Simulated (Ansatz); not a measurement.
**VBiO4: the band gap up the ladder of functionals**

One table from this session's results is given with a row withheld; the runs are named, their logs left out.

The runs shown are made with Ansatz 0.2.0. PAW datasets, plane waves. Computed at 0 K without zero-point motion; spin polarisation is off.

## Starting point

The cell was relaxed beforehand with r2SCAN+rVV10.

The symmetry is I4_1/a (No. 88, tetragonal); conventional cell a = 5.107 Å, c = 11.567 Å, 12.57 Å³ an atom. V has 4 O at 1.72 Å; Bi has 8 O at 2.42–2.46 Å; O has 1 V at 1.72 Å and 2 Bi at 2.42–2.46 Å.

Coordinates:

```cif
data_structure
_symmetry_space_group_name_H-M 'I4_1/a:1'
_symmetry_Int_Tables_number 88
_cell_length_a 5.1066
_cell_length_b 5.1066
_cell_length_c 11.5667
_cell_angle_alpha 90.000
_cell_angle_beta 90.000
_cell_angle_gamma 90.000
_cell_volume 301.63
loop_
_atom_site_label
_atom_site_type_symbol
_atom_site_symmetry_multiplicity
_atom_site_Wyckoff_symbol
_atom_site_fract_x
_atom_site_fract_y
_atom_site_fract_z
_atom_site_occupancy
V1 V 4 b 0.00000 0.00000 0.50000 1
Bi1 Bi 4 a 0.50000 0.50000 0.50000 1
O1 O 16 f 0.86020 0.24906 0.42080 1
```

Set-up of the first run:

File input.yaml:

```yaml
crystal:
  lattice:
    - [3.6107182542, -5.7833340859, -0.0365230694]
    - [3.6107182542, 5.7833340859, -0.0365230694]
    - [-3.5741739986, 0.0, 3.6472374441]
  atoms:
    - { symbol: V, position: [0.874997687, 0.125002313, 0.75] }
    - { symbol: V, position: [0.125002313, 0.874997687, 0.25] }
    - { symbol: Bi, position: [0.3749988833, 0.6250011167, 0.75] }
    - { symbol: Bi, position: [0.6250011167, 0.3749988833, 0.25] }
    - { symbol: O, position: [0.9355962955, 0.3439959989, 0.6407331652] }
    - { symbol: O, position: [0.6560040011, 0.0644037045, 0.8592668348] }
    - { symbol: O, position: [0.0644037045, 0.6560040011, 0.3592668348] }
    - { symbol: O, position: [0.3439959989, 0.9355962955, 0.1407331652] }
    - { symbol: O, position: [0.7967452509, 0.7051389603, 0.8611515398] }
    - { symbol: O, position: [0.2948610397, 0.2032547491, 0.6388484602] }
    - { symbol: O, position: [0.2032547491, 0.2948610397, 0.1388484602] }
    - { symbol: O, position: [0.7051389603, 0.7967452509, 0.3611515398] }
kpoints:
  mp_grid: { grid: [8, 8, 8] }
  band_path:
    path:
      - [[0.0, 0.0, 0.0], [-1.723206427517e-06, -1.723206427517e-06, -0.4999980230519], [0.2499982767936, -0.2500017232064, -0.4999980230519], [-9.884739200466e-07, -0.5000009884739, 5.074830827211e-07], [0.0, 0.0, 0.0], [0.5, -0.5, 0.0], [0.2987278841795, -0.7012721158205, 4.085671597507e-07]]
      - [[-0.2987298611274, -0.2987298611274, 6.063990055948e-07], [0.0, 0.0, 0.0]]
      - [[-1.723206427517e-06, -1.723206427517e-06, -0.4999980230519], [-0.09745913263505, -0.09745913263505, -0.4025408505857]]
      - [[0.4999986126719, -0.5000013873281, -0.4025410484175], [0.5, -0.5, 0.0]]
    npoints: 10
hamiltonian:
  xc: pbe
scf:
  occupations: { method: fermi_dirac, width: 0.02 }
  n_extra_bands: 7
output:
  forces: true
  stress: true
  eigenvalues: true
```

Among the steps run: Band structure with PBE; Single point with r2SCAN; HSE06; Single point with PBE+SOC; Single point with PBE0.

One of the session's tables, all rows but one given; the rest of the session is left out.

```
  level  gap (eV)
    PBE      2.14
 r2SCAN      2.37
  HSE06         ?
PBE+SOC      1.99
   PBE0      3.95
```

**Question.** Estimate the row for HSE06.

As computed: gap (eV): 3.24. In the column «gap (eV)» it lies between r2SCAN (2.37) and PBE0 (3.95).

Meshes: PBE 8×8×8, r2SCAN 8×8×8, HSE06 4×4×4, PBE+SOC 8×8×8, PBE0 4×4×4

What this shows: PBE+SOC gives the least gap, 1.99 eV, and PBE0 the largest, 3.95 eV. Against HSE06, PBE is short by 1.10 eV, at 66 % of it, and r2SCAN 73 %. PBE0 lies 0.71 eV above HSE06, which differs from it by screening the long-range exchange.

Caveats from the session: Warnings in the runs' records: near symmetry operations not taken, stress scf threshold loose, stress exchange threshold loose.
